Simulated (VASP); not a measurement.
Input of a VASP 6.6.1 run:

The input INCAR:

```
PREC     = Accurate       # precision mode
ENCUT    = 600            # plane-wave cutoff, eV
EDIFF    = 1E-6           # SCF threshold, eV
ISMEAR   = 0              # smearing method
SIGMA    = 0.02           # smearing width, eV
LREAL    = False          # projectors in reciprocal space
LASPH    = True           # aspherical terms in the spheres
NELM     = 100            # most SCF steps
ALGO     = Normal         # electronic algorithm
ISIF     = 3              # what is computed and relaxed
LWAVE    = False          # write WAVECAR
LCHARG   = False          # write CHGCAR
GGA      = PE             # functional
IBRION   = 2              # ionic algorithm
NSW      = 100            # ionic steps
EDIFFG   = -0.005         # ionic threshold
```

Contents of KPOINTS:

```
Automatic mesh
0
Gamma
  8 8 8
```

The input POSCAR:

```
BeTe
1.0
    0.0000000000      2.7700000000      2.7700000000
    2.7700000000      0.0000000000      2.7700000000
    2.7700000000      2.7700000000      0.0000000000
Be Te
1 1
Direct
    0.0000000000      0.0000000000      0.0000000000
    0.2500000000      0.2500000000      0.2500000000
```

Potentials or basis: VASP PAW PBE potentials, release 64 (Be, Te).

Launch:

```bash
$ cat potpaw_PBE.64/Be/POTCAR potpaw_PBE.64/Te/POTCAR > POTCAR
$ mpirun -np 1 vasp_std > vasp.out
```

Task: Predict the relaxed cell.

Result: a = 4.008 Å, b = 4.008 Å, c = 4.008 Å, α = 60.00°, β = 60.00°, γ = 60.00°.

Task: What does it give for the band gap on the k mesh?

Result: 2.02 eV, indirect (least direct gap 3.63 eV).

Task: What does it give for the space group after relaxing (to 0.05 Å)?

Result: F-43m (No. 216).

Task: Predict the relaxed volume.

Result: 22.76 Å³/atom.

The path:
| step | energy change (eV) | largest force (eV/Å) | pressure (GPa) | volume (Å³) |
| --- | --- | --- | --- | --- |
| 1 | 0.0000 | 0.0000 | 4.45 | 42.51 |
| 2 | -0.0377 | 0.0000 | -0.85 | 46.25 |
| 3 | -0.0396 | 0.0000 | 0.01 | 45.52 |

Caveat: spin-orbit coupling is left out, which moves the levels of the heavy elements. PBE usually gives volumes a little too large and moduli too small.
